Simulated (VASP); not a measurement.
# Ni (Im-3m) in VASP: a series of runs

The runs below take Ni through relaxation of cell and atoms, with PBEsol, LDA, PBE.

Program: VASP 6.6.1. These are calculated values, not measurements. Logs are shortened: lines on timing, memory, paths and dates and some standing lists are left out, and cuts for length are marked.

### 1 The crystal as given

It takes space group Im-3m (No. 229, cubic). The conventional cell has a = 2.794 Å, b = 2.794 Å, c = 2.794 Å, α = 90.00°, β = 90.00°, γ = 90.00°. Ni (site symmetry m-3m) has 8 Ni at 2.42 Å as nearest neighbours.

This isn't the form of Ni at room conditions, which is fcc.

### 2 Relaxation of cell and atoms, PBEsol, collinear spin, ferromagnetic start

Input file INCAR:

```
  PREC = Accurate
  ENCUT = 600
  EDIFF = 1E-7
  ISMEAR = 0
  SIGMA = 0.1
  LREAL = F
  LASPH = T
  NELM = 100
  ALGO = Normal
  ISIF = 3
  LWAVE = F
  LCHARG = F
  ISPIN = 2
  MAGMOM = 1
  LORBIT = 11
  LMAXMIX = 4
  GGA = PS
  IBRION = 2
  NSW = 90
  EDIFFG = -0.005
```

Input file KPOINTS:

```
Automatic mesh
0
Gamma
  20 20 20
```

Input file POSCAR:

```
Ni
1.0
   -1.3967612200      1.3967612200      1.3967612200
    1.3967612200     -1.3967612200      1.3967612200
    1.3967612200      1.3967612200     -1.3967612200
Ni
1
Direct
    0.0000000000      0.0000000000      0.0000000000
```

Potentials or basis: VASP PAW PBE potentials, release 64 (Ni).

Launch:

```console
$ cat potpaw_PBE.64/Ni/POTCAR > POTCAR
$ mpirun -np 1 vasp_std > vasp.out
```

OUTCAR:

```text
PREC = Accurate
   ENCUT = 600
   EDIFF = 1E-7
   ISMEAR = 0
   LREAL = F
   LASPH = T
   NELM = 100
   ISIF = 3
   ISPIN = 2
   LORBIT = 11
   GGA = PS
   IBRION = 2
   NSW = 90
   EDIFFG = -0.005

 ion  position               nearest neighbor table
   1  0.000  0.000  0.000-

  LATTYP: Found a body centered cubic cell.
 ALAT       =     2.7935224400

  Lattice vectors:

 A1 = (  -1.3967612200,   1.3967612200,   1.3967612200)
 A2 = (   1.3967612200,  -1.3967612200,   1.3967612200)
 A3 = (   1.3967612200,   1.3967612200,  -1.3967612200)

Analysis of symmetry for initial positions (statically):
=====================================================================
 Subroutine PRICEL returns:
 Original cell was already a primitive cell.

 Routine SETGRP: Setting up the symmetry group for a
 body centered cubic supercell.

 Subroutine GETGRP returns: Found 48 space group operations
 (whereof 48 operations were pure point group operations)
 out of a pool of 48 trial point group operations.

The static configuration has the point symmetry O_h .

Analysis of symmetry for dynamics (positions and initial velocities):
=====================================================================
 Subroutine PRICEL returns:
 Original cell was already a primitive cell.

 Routine SETGRP: Setting up the symmetry group for a
 body centered cubic supercell.

 Subroutine GETGRP returns: Found 48 space group operations
 (whereof 48 operations were pure point group operations)
 out of a pool of 48 trial point group operations.

The dynamic configuration has the point symmetry O_h .

Analysis of structural, dynamic, and magnetic symmetry:
=====================================================================
 Subroutine PRICEL returns:
 Original cell was already a primitive cell.

 Routine SETGRP: Setting up the symmetry group for a
 body centered cubic supercell.

 Subroutine GETGRP returns: Found 48 space group operations
 (whereof 48 operations were pure point group operations)
 out of a pool of 48 trial point group operations.

The overall configuration has the point symmetry O_h .

 Subroutine INISYM returns: Found 48 space group operations
 (whereof 48 operations are pure point group operations),
 and found     1 'primitive' translations

----------------------------------------------------------------------------------------

                                     Primitive cell

  volume of cell :      10.9000

  direct lattice vectors                    reciprocal lattice vectors
    -1.396761220  1.396761220  1.396761220     0.000000000  0.357970992  0.357970992
     1.396761220 -1.396761220  1.396761220     0.357970992  0.000000000  0.357970992
     1.396761220  1.396761220 -1.396761220     0.357970992  0.357970992  0.000000000

  length of vectors
     2.419261399  2.419261399  2.419261399     0.506247432  0.506247432  0.506247432

  position of ions in fractional coordinates (direct lattice)
     0.000000000  0.000000000  0.000000000

  ion indices of the primitive-cell ions
   primitive index   ion index
                 1           1

----------------------------------------------------------------------------------------

 KPOINTS: Automatic mesh

Automatic generation of k-mesh.
 Grid dimensions read from file:
 generate k-points for:   20   20   20

 Generating k-lattice:

  Cartesian coordinates                     Fractional coordinates (reciprocal lattice)
     0.000000000  0.017898550  0.017898550     0.050000000  0.000000000  0.000000000
     0.017898550  0.000000000  0.017898550     0.000000000  0.050000000  0.000000000
     0.017898550  0.017898550  0.000000000     0.000000000  0.000000000  0.050000000

  Length of vectors
     0.025312372  0.025312372  0.025312372

  Shift w.r.t. Gamma in fractional coordinates (k-lattice)
     0.000000000  0.000000000  0.000000000

 Subroutine IBZKPT returns following result:
 ===========================================

 Found    256 irreducible k-points:

 Following reciprocal coordinates:
            Coordinates               Weight
  0.000000  0.000000  0.000000      1.000000
  0.050000  0.000000  0.000000     12.000000
  0.100000  0.000000  0.000000     12.000000
  0.150000  0.000000  0.000000     12.000000
  0.200000  0.000000  0.000000     12.000000
  0.250000  0.000000  0.000000     12.000000
[... 16 lines left out ...]
  0.200000  0.100000  0.000000     48.000000
  0.250000  0.100000 -0.000000     48.000000
 [... further k-points ...]
   k-points           NKPTS =    256   k-points in BZ     NKDIM =    256   number of bands    NBANDS=     10
   number of dos      NEDOS =    301   number of ions     NIONS =      1
   total plane-waves  NPLWV =   8000
   dimension x,y,z NGX =    20 NGY =   20 NGZ =   20
   dimension x,y,z NGXF=    40 NGYF=   40 NGZF=   40
   ions per type =               1
   NGX,Y,Z   is equivalent  to a cutoff of  13.74, 13.74, 13.74 a.u.
   NGXF,Y,Z  is equivalent  to a cutoff of  27.49, 27.49, 27.49 a.u.
 SYSTEM =  unknown system
   PREC   = accura    normal or accurate (medium, high low for compatibility)
   ISTART =      0    job   : 0-new  1-cont  2-samecut
   ICHARG =      2    charge: 1-file 2-atom 10-const
   ISPIN  =      2    spin polarized calculation?
   LNONCOLLINEAR =      F non collinear calculations
   LSORBIT =      F    spin-orbit coupling
   LASPH  =      T    aspherical Exc in radial PAW
   ENCUT  =  600.0 eV  44.10 Ry    6.64 a.u.   4.83  4.83  4.83*2*pi/ulx,y,z
   NELM   =    100;   NELMIN=  2; NELMDL= -5     # of ELM steps
   EDIFF  = 0.1E-06   stopping-criterion for ELM
   LREAL  =      F    real-space projection
   EDIFFG = -.5E-02   stopping-criterion for IOM
   NSW    =     90    number of steps for IOM
   IBRION =      2    ionic relax: 0-MD 1-quasi-New 2-CG
   NFREE  =      1    steps in history (QN), initial steepest desc. (CG)
   ISIF   =      3    stress and relaxation
   ISYM   =      2    0-nonsym 1-usesym 2-fastsym
   POTIM  = 0.5000    time-step for ionic-motion
   TEBEG  =    0.0;   TEEND  =   0.0 temperature during run
   PSTRESS=    0.0 pullay stress
   NELECT =      10.0000    total number of electrons
   NUPDOWN=      -1.0000    fix difference up-down
   EMIN   =  10.00;   EMAX   =-10.00  energy-range for DOS
   EFERMI =   0.00;   METHOD = LEGACY
   ISMEAR =     0;   SIGMA  =   0.10  broadening in eV -4-tet -1-fermi 0-gaus
   EFERMI_NEDOS =   21; number of points for ismear=-14 and -15
   IALGO  =     38    algorithm
   IMIX   =      4    mixing-type and parameters
     AMIX     =   0.40;   BMIX     =  1.00
     AMIX_MAG =   1.60;   BMIX_MAG =  1.00
  volume/ion in A,a.u.               =      10.90        73.56
  Fermi-wavevector in a.u.,A,eV,Ry     =   1.590740  3.006064 34.428934  2.530455
  Thomas-Fermi vector in A             =   2.689389
   LORBIT       =     11    0 simple, 1 ext, 2 COOP (PROOUT), +10 PAW based schemes
   GGA     = PS    functional components
   LHFCALC =     F    Hartree Fock is set to
   AEXX    =    0.0000 exact exchange contribution
   IVDW    =     0    specifies the selected vdW correction
   LEPSILON=     F    determine dielectric tensor
   LRPA    =     F    only Hartree local field effects (RPA)
 conjugate gradient relaxation of ions
 spin polarized calculation
 Gauss-broadening in eV      SIGMA  =   0.10
  energy-cutoff  :      600.00
  volume of cell :       10.90
 maximum number of plane-waves:       375
   NGX =  9   NGY =  9   NGZ =  9

--------------------------------------- Ionic step        1  -------------------------------------------

 number of electron      10.0000000 magnetization       1.0000000

 number of electron       9.9999993 magnetization       0.5649696

 Free energy of the ion-electron system (eV)
  ---------------------------------------------------
  ext. energy  EPLUGINS =         0.00000000
  ---------------------------------------------------
  free energy    TOTEN  =        -6.02570482 eV

  energy without entropy =       -6.01810840  energy(sigma->0) =       -6.02190661

------------------------ aborting loop because EDIFF is reached ----------------------------------------

  FORCE on cell =-STRESS in cart. coord.  units (eV):
  Direction    XX          YY          ZZ          XY          YZ          ZX
  --------------------------------------------------------------------------------------
  -------------------------------------------------------------------------------------
  Total       -0.5569248     -0.5569248     -0.5569248      0.0000000      0.0000000     -0.0000000
  in kB      -81.8616722    -81.8616722    -81.8616722      0.0000000      0.0000000     -0.0000000
  external PRESSURE =     -81.8616722 kB  Pullay stress =       0.0000000 kB
[... 20 lines left out ...]
  energy  without entropy=       -6.0181084049  energy(sigma->0) =       -6.02190661

--------------------------------------- Ionic step        2  -------------------------------------------

 number of electron      10.0000006 magnetization       0.4886510

 E-fermi :  10.2125     XC(G=0): -13.9112

 val. band max:       10.2096446109   @ k =   0.3000   0.1000   0.0000
 cond. band min:      10.2148590674   @ k =   0.5000   0.5000   0.2000
 fundamental gap:      0.0052144565
 Fermi energy:        10.2124500409

 spin component 1

 k-point     1 :       0.0000    0.0000    0.0000
  band No.  band energies     occupation
      1       0.7290      1.00000
      2       7.7607      1.00000
      3       7.7607      1.00000
      4       7.7607      1.00000
      5       9.3394      1.00000
      6       9.3394      1.00000
      7      37.4877      0.00000
      8      37.4877      0.00000
      9      37.4877      0.00000
     10      42.9471      0.00000
[... 647 lines left out ...]
  energy  without entropy=       -6.0173424713  energy(sigma->0) =       -6.02139411

--------------------------------------- Ionic step        3  -------------------------------------------

 number of electron      10.0000005 magnetization       0.5378381

 Free energy of the ion-electron system (eV)
  ---------------------------------------------------
  ext. energy  EPLUGINS =         0.00000000
  ---------------------------------------------------
  free energy    TOTEN  =        -6.03743906 eV

  energy without entropy =       -6.02975411  energy(sigma->0) =       -6.03359658

 E-fermi :   9.6167     XC(G=0): -13.6649

 val. band max:        9.6114870041   @ k =  -0.3000   0.4000   0.1000
 cond. band min:       9.6183360582   @ k =   0.2000   0.1000   0.1000
 fundamental gap:      0.0068490541
 Fermi energy:         9.6167346666

 spin component 1

 k-point     1 :       0.0000    0.0000    0.0000
  band No.  band energies     occupation
      1       0.4134      1.00000
      2       7.2397      1.00000
      3       7.2397      1.00000
      4       7.2397      1.00000
      5       8.7392      1.00000
      6       8.7392      1.00000
      7      36.4623      0.00000
      8      36.4623      0.00000
      9      36.4623      0.00000
     10      41.6215      0.00000
[... 643 lines left out ...]
  FREE ENERGIE OF THE ION-ELECTRON SYSTEM (eV)
  ---------------------------------------------------
  free  energy   TOTEN  =        -6.0374390618 eV

  energy  without entropy=       -6.0297541077  energy(sigma->0) =       -6.03359658

 reached required accuracy - stopping structural energy minimisation

 total charge

# of ion       s       p       d       tot
------------------------------------------
    1        0.511   0.529   8.350   9.390

 magnetization (x)

# of ion       s       p       d       tot
------------------------------------------
    1       -0.004  -0.015   0.560   0.541
```

It took 84 s on 1 thread of Intel Xeon Platinum 8488C (Sapphire Rapids), shared host; peak memory 0.18 GiB.

Results:

- Free energy: -6.0374 eV
- Relaxed volume: 10.46 Å³/atom
- Relaxed cell: a = 2.386 Å, b = 2.386 Å, c = 2.386 Å, α = 109.47°, β = 109.47°, γ = 109.47°
- Space group after relaxing (to 0.05 Å): Im-3m (No. 229)
- Energy gained by relaxing: 11.7 meV/atom
- Ionic steps: 3
- Pressure after relaxing: 0.0 GPa
- Band gap on the k mesh: none (metal or under the smearing width)
- Net moment: 0.54 μB per cell
- Site moments: Ni +0.54 μB
- Valence electrons inside the program's atomic spheres: Ni 9.39

The path:
```csv
step,energy change (eV),largest force (eV/Å),pressure (GPa),volume (Å³)
1,0.0000,0.0000,-8.19,10.90
2,0.0003,0.0000,9.70,10.04
3,-0.0117,0.0000,-0.04,10.46
```

Final structure:
```yaml
crystal:
  lattice:
    - [-1.37774, 1.37774, 1.37774]
    - [1.37774, -1.37774, 1.37774]
    - [1.37774, 1.37774, -1.37774]
  atoms:
    - { symbol: Ni, position: [0.00000, 0.00000, 0.00000] }
```

Levels at points of the mesh, in eV from the Fermi level:
Spin up:
```tsv
k point	band 1	band 2	band 3	band 4	band 5	band 6	band 7	band 8	band 9	band 10
(0.00, 0.00, 0.00)	-9.20	-2.38	-2.38	-2.38	-0.88	-0.88	26.85	26.85	26.85	32.00
(0.50, 0.00, 0.00)	-4.83	-3.35	-0.96	-0.71	0.01	0.18	6.78	19.44	20.57	24.34
(0.50, 0.50, 0.50)	-4.40	-4.40	-0.23	-0.23	-0.23	9.97	9.97	9.97	16.05	16.05
```
Spin down:
```csv
k point,band 2,band 3,band 4,band 5,band 6,band 7,band 8,band 9
"(0.00, 0.00, 0.00)",-1.74,-1.74,-1.74,-0.40,-0.40,26.78,26.78,26.78
"(0.50, 0.00, 0.00)",-2.78,-0.42,-0.22,0.18,0.74,7.12,19.40,20.68
"(0.50, 0.50, 0.50)",-4.08,0.49,0.49,0.49,10.03,10.03,10.03,16.19
```

Caveat: the PAW data sets were made with another functional, which shifts forces and pressure a little.

[end of part 1 of 2]
